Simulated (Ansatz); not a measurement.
# LiCl: the cost of one run

Method: DFT, plane waves, PAW, no spin polarisation, in Ansatz 0.2.0.

## (1) Starting point

The cell holds 16 atoms (Cl8Li8): a = 7.230 Å, b = 7.230 Å, c = 7.230 Å, α = 60.00°, β = 60.00°, γ = 60.00°.

As a file:

```xyz
16
Lattice="0.0000 5.1121 5.1121 5.1121 0.0000 5.1121 5.1121 5.1121 0.0000" Properties=species:S:1:pos:R:3 pbc="T T T"
Li    0.0000    0.0000    0.0000
Cl    2.5560    2.5560    2.5560
Li    2.5560    2.5560    0.0000
Cl    5.1121    5.1121    2.5560
Li    2.5560    0.0000    2.5560
Cl    5.1121    2.5560    5.1121
Li    5.1121    2.5560    2.5560
Cl    7.6681    5.1121    5.1121
Li    0.0000    2.5560    2.5560
Cl    2.5560    5.1121    5.1121
Li    2.5560    5.1121    2.5560
Cl    5.1121    7.6681    5.1121
Li    2.5560    2.5560    5.1121
Cl    5.1121    5.1121    7.6681
Li    5.1121    5.1121    5.1121
Cl    7.6681    7.6681    7.6681
```

## (2) Run 1: r2SCAN

input.yaml reads:

```yaml
crystal:
  lattice:
    - [0.0, 5.1120739889, 5.1120739889]
    - [5.1120739889, 0.0, 5.1120739889]
    - [5.1120739889, 5.1120739889, 0.0]
  atoms:
    - { symbol: Li, position: [0.0, 0.0, 0.0] }
    - { symbol: Cl, position: [0.25, 0.25, 0.25] }
    - { symbol: Li, position: [0.0, 0.0, 0.5] }
    - { symbol: Cl, position: [0.25, 0.25, 0.75] }
    - { symbol: Li, position: [0.0, 0.5, 0.0] }
    - { symbol: Cl, position: [0.25, 0.75, 0.25] }
    - { symbol: Li, position: [0.0, 0.5, 0.5] }
    - { symbol: Cl, position: [0.25, 0.75, 0.75] }
    - { symbol: Li, position: [0.5, 0.0, 0.0] }
    - { symbol: Cl, position: [0.75, 0.25, 0.25] }
    - { symbol: Li, position: [0.5, 0.0, 0.5] }
    - { symbol: Cl, position: [0.75, 0.25, 0.75] }
    - { symbol: Li, position: [0.5, 0.5, 0.0] }
    - { symbol: Cl, position: [0.75, 0.75, 0.25] }
    - { symbol: Li, position: [0.5, 0.5, 0.5] }
    - { symbol: Cl, position: [0.75, 0.75, 0.75] }
kpoints:
  mp_grid: { grid: [2, 2, 2] }
hamiltonian:
  xc: r2scan
scf:
  occupations: { method: fermi_dirac, width: 0.112 }
md:
  ensemble: npt_langevin
  temperature: 1300
  timestep: 1.0
  n_steps: 30
  initial_velocities: maxwell_boltzmann
  seed: 5772
```

Launch:

```bash
> ansatz run input.yaml --threads 4 --pin off --max-ram 3686MiB --backend cpu --events-out ev --progress --plain --runs-dir out
```

**Question.** How long does this run take on 4 threads of Intel Xeon Platinum 8259CL at 2.50GHz (Skylake/Cascade Lake), shared host, and how much memory does it need?

About 4.1 min, with a peak of 1.8 GiB.
